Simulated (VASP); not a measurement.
# CuAu (P4/mmm) in VASP: further runs

One crystal, CuAu, is run at these levels: PBE; tasks: single point.

Everything below comes from runs of VASP 6.6.1. Logs are shortened: lines on timing, memory, paths and dates and some standing lists are left out, and cuts for length are marked.

**1. Starting point**

It takes space group P4/mmm (No. 123, tetragonal). The conventional cell has a = 2.811 Å, b = 2.811 Å, c = 3.685 Å, α = 90.00°, β = 90.00°, γ = 90.00°. Au (site symmetry 4/mmm) has 8 Cu at 2.71 Å and 4 Au at 2.81 Å as nearest neighbours. Cu (site symmetry 4/mmm) is surrounded by 8 Au at 2.71 Å and 4 Cu at 2.81 Å.

**2. Single point, PBE**

INCAR

```
SYSTEM = CuAu
ADDGRID  = .FALSE.      
ALGO     = Normal         ! electronic algorithm
EDIFF    = 1E-8           ! SCF threshold, eV
ENCUT    = 900            ! plane-wave cutoff, eV
GGA      = PE             ! functional
ISIF     = 2              ! what is computed and relaxed
ISMEAR   = 1              ! smearing method
LASPH    = .TRUE.         ! aspherical terms in the spheres
LCHARG   = .FALSE.        ! write CHGCAR
LREAL    = .FALSE.        ! projectors in reciprocal space
LWAVE    = .FALSE.        ! write WAVECAR
NBANDS   = 18             ! bands
NELM     = 100            ! most SCF steps
PREC     = Accurate       ! precision mode
SIGMA    = 0.05           ! smearing width, eV
```

KPOINTS

```
k-points
0
G
  12 12 9
  0 0 0
```

POSCAR

```
CuAu
1.0
    2.8107494552      0.0000000000      0.0000000000
    0.0000000000      2.8107494552      0.0000000000
    0.0000000000      0.0000000000      3.6850000000
Au Cu
1 1
Direct
    0.0000000000      0.0000000000      0.0000000000
    0.5000000000      0.5000000000      0.5000000000
```

Potentials or basis: VASP PAW PBE potentials, release 64 (Au, Cu).

On the command line:

```console
> cat potpaw_PBE.64/Au/POTCAR potpaw_PBE.64/Cu/POTCAR > POTCAR
> mpirun -np 1 vasp_std > vasp.out
```

OUTCAR:

```text
SYSTEM = CuAu
   EDIFF = 1E-8
   ENCUT = 900
   GGA = PE
   ISIF = 2
   ISMEAR = 1
   LASPH = .TRUE.
   LREAL = .FALSE.
   NELM = 100
   PREC = Accurate

 ion  position               nearest neighbor table
   1  0.000  0.000  0.000-   2 2.71   2 2.71   2 2.71   2 2.71   2 2.71   2 2.71   2 2.71   2 2.71

   2  0.500  0.500  0.500-   1 2.71   1 2.71   1 2.71   1 2.71   1 2.71   1 2.71   1 2.71   1 2.71

  LATTYP: Found a simple tetragonal cell.
 ALAT       =     2.8107494552
 C/A-ratio  =     1.3110382333

  Lattice vectors:

 A1 = (   2.8107494552,   0.0000000000,   0.0000000000)
 A2 = (   0.0000000000,   2.8107494552,   0.0000000000)
 A3 = (   0.0000000000,   0.0000000000,   3.6850000000)

Analysis of symmetry for initial positions (statically):
=====================================================================
 Subroutine PRICEL returns:
 Original cell was already a primitive cell.

 Routine SETGRP: Setting up the symmetry group for a
 simple tetragonal supercell.

 Subroutine GETGRP returns: Found 16 space group operations
 (whereof 16 operations were pure point group operations)
 out of a pool of 16 trial point group operations.

The static configuration has the point symmetry D_4h.

Analysis of symmetry for dynamics (positions and initial velocities):
=====================================================================
 Subroutine PRICEL returns:
 Original cell was already a primitive cell.

 Routine SETGRP: Setting up the symmetry group for a
 simple tetragonal supercell.

 Subroutine GETGRP returns: Found 16 space group operations
 (whereof 16 operations were pure point group operations)
 out of a pool of 16 trial point group operations.

The dynamic configuration has the point symmetry D_4h.

 Subroutine INISYM returns: Found 16 space group operations
 (whereof 16 operations are pure point group operations),
 and found     1 'primitive' translations

----------------------------------------------------------------------------------------

                                     Primitive cell

  volume of cell :      29.1127

  direct lattice vectors                    reciprocal lattice vectors
     2.810749455  0.000000000  0.000000000     0.355776997  0.000000000  0.000000000
     0.000000000  2.810749455  0.000000000     0.000000000  0.355776997  0.000000000
     0.000000000  0.000000000  3.685000000     0.000000000  0.000000000  0.271370421

  length of vectors
     2.810749455  2.810749455  3.685000000     0.355776997  0.355776997  0.271370421

  position of ions in fractional coordinates (direct lattice)
     0.000000000  0.000000000  0.000000000
     0.500000000  0.500000000  0.500000000

  ion indices of the primitive-cell ions
   primitive index   ion index
                 1           1
                 2           2

----------------------------------------------------------------------------------------

 KPOINTS: k-points

Automatic generation of k-mesh.
 Grid dimensions read from file:
 generate k-points for:   12   12    9

 Generating k-lattice:

  Cartesian coordinates                     Fractional coordinates (reciprocal lattice)
     0.029648083  0.000000000  0.000000000     0.083333333  0.000000000  0.000000000
     0.000000000  0.029648083  0.000000000     0.000000000  0.083333333  0.000000000
     0.000000000  0.000000000  0.030152269     0.000000000  0.000000000  0.111111111

  Length of vectors
     0.029648083  0.029648083  0.030152269

  Shift w.r.t. Gamma in fractional coordinates (k-lattice)
     0.000000000  0.000000000  0.000000000

 Subroutine IBZKPT returns following result:
 ===========================================

 Found    140 irreducible k-points:

 Following reciprocal coordinates:
            Coordinates               Weight
  0.000000  0.000000  0.000000      1.000000
  0.083333  0.000000  0.000000      4.000000
  0.166667  0.000000  0.000000      4.000000
  0.250000  0.000000  0.000000      4.000000
  0.333333  0.000000  0.000000      4.000000
  0.416667  0.000000  0.000000      4.000000
[... 16 lines left out ...]
  0.333333  0.333333  0.000000      4.000000
  0.416667  0.333333  0.000000      8.000000
 [... further k-points ...]
   k-points           NKPTS =    140   k-points in BZ     NKDIM =    140   number of bands    NBANDS=     18
   number of dos      NEDOS =    301   number of ions     NIONS =      2
   total plane-waves  NPLWV =  28224
   dimension x,y,z NGX =    28 NGY =   28 NGZ =   36
   dimension x,y,z NGXF=    56 NGYF=   56 NGZF=   72
   ions per type =               1   1
   NGX,Y,Z   is equivalent  to a cutoff of  16.56, 16.56, 16.24 a.u.
   NGXF,Y,Z  is equivalent  to a cutoff of  33.12, 33.12, 32.48 a.u.
 SYSTEM =  CuAu
   PREC   = accura    normal or accurate (medium, high low for compatibility)
   ISTART =      0    job   : 0-new  1-cont  2-samecut
   ICHARG =      2    charge: 1-file 2-atom 10-const
   ISPIN  =      1    spin polarized calculation?
   LNONCOLLINEAR =      F non collinear calculations
   LSORBIT =      F    spin-orbit coupling
   LASPH  =      T    aspherical Exc in radial PAW
   ENCUT  =  900.0 eV  66.15 Ry    8.13 a.u.   6.88  6.88  9.01*2*pi/ulx,y,z
   NELM   =    100;   NELMIN=  2; NELMDL= -5     # of ELM steps
   EDIFF  = 0.1E-07   stopping-criterion for ELM
   LREAL  =      F    real-space projection
   EDIFFG = 0.1E-06   stopping-criterion for IOM
   NSW    =      0    number of steps for IOM
   IBRION =     -1    ionic relax: 0-MD 1-quasi-New 2-CG
   NFREE  =      0    steps in history (QN), initial steepest desc. (CG)
   ISIF   =      2    stress and relaxation
   ISYM   =      2    0-nonsym 1-usesym 2-fastsym
   POTIM  = 0.5000    time-step for ionic-motion
   TEBEG  =    0.0;   TEEND  =   0.0 temperature during run
   PSTRESS=    0.0 pullay stress
   NELECT =      22.0000    total number of electrons
   NUPDOWN=      -1.0000    fix difference up-down
   EMIN   =  10.00;   EMAX   =-10.00  energy-range for DOS
   EFERMI =   0.00;   METHOD = LEGACY
   ISMEAR =     1;   SIGMA  =   0.05  broadening in eV -4-tet -1-fermi 0-gaus
   EFERMI_NEDOS =   21; number of points for ismear=-14 and -15
   IALGO  =     38    algorithm
   IMIX   =      4    mixing-type and parameters
     AMIX     =   0.40;   BMIX     =  1.00
     AMIX_MAG =   1.60;   BMIX_MAG =  1.00
  volume/ion in A,a.u.               =      14.56        98.23
  Fermi-wavevector in a.u.,A,eV,Ry     =   1.491152  2.817868 30.253005  2.223533
  Thomas-Fermi vector in A             =   2.603843
   LORBIT       =      0    0 simple, 1 ext, 2 COOP (PROOUT), +10 PAW based schemes
   GGA     = PE    functional components
   LHFCALC =     F    Hartree Fock is set to
   AEXX    =    0.0000 exact exchange contribution
   IVDW    =     0    specifies the selected vdW correction
   LEPSILON=     F    determine dielectric tensor
   LRPA    =     F    only Hartree local field effects (RPA)
 non-spin polarized calculation
 Methfessel and Paxton  Order N= 1 SIGMA  =   0.05
  energy-cutoff  :      900.00
  volume of cell :       29.11
 maximum number of plane-waves:      1803
 NGX is ok and might be reduce to    28
   NGX = 13   NGY = 13   NGZ = 19

 number of electron      21.9999999 magnetization

 Free energy of the ion-electron system (eV)
  ---------------------------------------------------
  ext. energy  EPLUGINS =         0.00000000
  ---------------------------------------------------
  free energy    TOTEN  =        -7.04489638 eV

  energy without entropy =       -7.04504385  energy(sigma->0) =       -7.04494553

 E-fermi :   8.6660     XC(G=0): -12.6635

 val. band max:        8.6541690101   @ k =   0.5000   0.2500   0.1111
 cond. band min:       8.6997333914   @ k =   0.0833   0.0000   0.2222
 fundamental gap:      0.0455643813
 Fermi energy:         8.6659816388

 k-point     1 :       0.0000    0.0000    0.0000
  band No.  band energies     occupation
      1      -1.0360      2.00000
      2       2.1374      2.00000
      3       2.2860      2.00000
      4       4.6731      2.00000
      5       4.6731      2.00000
      6       5.7379      2.00000
[... 10 lines left out ...]
     17      25.5485      0.00000
     18      26.1379      0.00000

 k-point     2 :       0.0833    0.0000    0.0000
  band No.  band energies     occupation
      1      -0.8741      2.00000
      2       2.2180      2.00000
      3       2.3793      2.00000
      4       4.5746      2.00000
      5       4.7107      2.00000
      6       5.6679      2.00000
[... 10 lines left out ...]
     17      26.2017      0.00000
     18      26.7890      0.00000

 k-point     3 :       0.1667    0.0000    0.0000
  band No.  band energies     occupation
      1      -0.4095      2.00000
      2       2.3882      2.00000
      3       2.7074      2.00000
      4       4.2983      2.00000
      5       4.8195      2.00000
      6       5.4713      2.00000
[... 10 lines left out ...]
     17      26.0441      0.00000
     18      27.9029      0.00000

 k-point     4 :       0.2500    0.0000    0.0000
  band No.  band energies     occupation
      1       0.2911      2.00000
      2       2.6129      2.00000
      3       3.2272      2.00000
      4       3.9177      2.00000
      5       4.9865      2.00000
      6       5.1961      2.00000
[... 375 lines left out ...]
      4       3.7480      2.00000
      5       4.2076      2.00000
      6       5.9756      2.00000
[... 10 lines left out ...]
     17      19.9350      0.00000
     18      21.5503      0.00000

 k-point    23 :       0.3333    0.3333    0.0000
  band No.  band energies     occupation
      1       2.1405      2.00000
      2       3.0688      2.00000
      3       3.3124      2.00000
      4       3.4126      2.00000
      5       4.8896      2.00000
      6       5.6574      2.00000
[... 10 lines left out ...]
     17      22.3041      0.00000
     18      22.4965      0.00000

 k-point    24 :       0.4167    0.3333    0.0000
  band No.  band energies     occupation
      1       2.0681      2.00000
      2       3.0768      2.00000
      3       3.1003      2.00000
      4       3.3189      2.00000
      5       5.2812      2.00000
      6       6.4254      2.00000
[... 10 lines left out ...]
     17      21.4699      0.00000
     18      21.4808      0.00000

 [... further k-points ...]

------------------------ aborting loop because EDIFF is reached ----------------------------------------

  FORCE on cell =-STRESS in cart. coord.  units (eV):
  Direction    XX          YY          ZZ          XY          YZ          ZX
  --------------------------------------------------------------------------------------
  -------------------------------------------------------------------------------------
  Total        1.0194533      1.0194533      0.6372351      0.0000000     -0.0000000     -0.0000000
  in kB       56.1043037     56.1043037     35.0694159      0.0000000     -0.0000000     -0.0000000
  external PRESSURE =      49.0926744 kB  Pullay stress =       0.0000000 kB

 VOLUME and BASIS-vectors are now :
 -----------------------------------------------------------------------------
  energy-cutoff  :      900.00
  volume of cell :       29.11
      direct lattice vectors                 reciprocal lattice vectors
     2.810749455  0.000000000  0.000000000     0.355776997  0.000000000  0.000000000
     0.000000000  2.810749455  0.000000000     0.000000000  0.355776997  0.000000000
     0.000000000  0.000000000  3.685000000     0.000000000  0.000000000  0.271370421

 POSITION                                       TOTAL-FORCE (eV/Angst)
 -----------------------------------------------------------------------------------
      0.00000      0.00000      0.00000         0.000000      0.000000      0.000000
      1.40537      1.40537      1.84250         0.000000      0.000000      0.000000
 -----------------------------------------------------------------------------------
    total drift:                                0.000000      0.000000      0.000000

  FREE ENERGIE OF THE ION-ELECTRON SYSTEM (eV)
  ---------------------------------------------------
  free  energy   TOTEN  =        -7.0448963761 eV

  energy  without entropy=       -7.0450438474  energy(sigma->0) =       -7.04494553
```

It took 2 min on 1 thread of Intel Xeon Platinum 8375C at 2.90GHz (Ice Lake), shared host; peak memory 0.31 GiB.

What came out:

```
Free energy            : -7.0449 eV
Pressure               : 4.9 GPa
Band gap on the k mesh : none (metal or under the smearing width)
```

The run has no spin-orbit coupling, so splittings on Au are missing.

**3. Single point, PBE**

INCAR is that of step 2.

KPOINTS is that of step 2.

POSCAR

```
CuAu
1.0
    2.8107494552      0.0000000000      0.0000000000
    0.0000000000      2.8107494552      0.0000000000
    0.0000000000      0.0000000000      3.6850000000
Au Cu
1 1
Direct
    0.0257070000      0.0114430000     -0.0258500000
    0.4994280000      0.4658820000      0.5068750000
```

Potentials or basis: VASP PAW PBE potentials, release 64 (Au, Cu).

On the command line:

```console
> cat potpaw_PBE.64/Au/POTCAR potpaw_PBE.64/Cu/POTCAR > POTCAR
> mpirun -np 1 vasp_std > vasp.out
```

Run time: 9.3 min. Hardware: 1 thread of Intel Xeon Platinum 8375C at 2.90GHz (Ice Lake), shared host; peak memory 0.85 GiB.

Results (log left out):

| Item | Value |
| --- | --- |
| Free energy | -6.9515 eV |
| Pressure | 7.2 GPa |
| Largest force | 1.080 eV/Å |
| Band gap on the k mesh | none (metal or under the smearing width) |

Forces in eV/Å, atoms in the order of the input:
```
Au  -0.301 -0.500  0.909
Cu   0.301  0.500 -0.909
```

Stress tensor (GPa, compression positive):
```
 7.92  0.67 -1.14
 0.67  7.11 -1.89
-1.14 -1.89  6.45
```

Levels at points of the mesh, in eV from the Fermi level:
```csv
k point,band 9,band 10,band 11,band 12,band 13,band 14
"(0.00, 0.00, 0.00)",-1.65,-1.47,-1.38,2.26,8.01,10.14
"(0.50, 0.00, 0.00)",-2.24,-2.04,-0.82,-0.07,9.14,9.47
"(0.00, 0.50, 0.00)",-2.27,-2.00,-0.85,-0.04,9.01,9.52
"(0.50, 0.50, 0.00)",-1.35,-1.34,0.75,0.84,5.18,6.87
```

Spin-orbit coupling is left out, which matters for the levels of Au.
